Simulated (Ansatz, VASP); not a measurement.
**Two plane-wave programs on TiB2**

```
CELL_PARAMETERS angstrom
2.97122 0.00000 0.00000
-1.48561 2.57315 0.00000
0.00000 0.00000 3.13910
ATOMIC_POSITIONS crystal
Ti 0.00000 0.00000 0.00000
B 0.33333 0.66667 0.50000
B 0.66667 0.33333 0.50000
```

Alike in both runs: functional r2SCAN; k mesh 15 × 15 × 14; occupations gaussian, width 0.1 eV; no spin polarisation.

Ansatz relaxed the structure, and its values are those at the end. VASP's run is a single point on that final structure, the one shown.

|  | VASP | Ansatz |
| --- | --- | --- |
| version | VASP 6.6.1 | Ansatz 0.2.0 |
| potentials or method | VASP PAW PBE potentials, release 64 (Ti_sv, B) | scalar-relativistic, plane waves, PAW |
| plane-wave cutoff (eV) | 520 | 500 |
| valence electrons in the cell | 18 | 18 |

Ansatz gave:

* gap on the k mesh at the Fermi level (eV): none
* pressure (GPa): 18.0

Question: Estimate VASP's values.

Answer: gap on the k mesh at the Fermi level (eV): none; pressure (GPa): 19.0.

A gap of «none» marks a metal or a gap that the smearing closes.

Caveats: so large a pressure means that the cell lies far from this level's equilibrium, or that cutoff or potentials fall short (VASP); the potentials were made for another functional, which shifts forces and pressure (VASP).
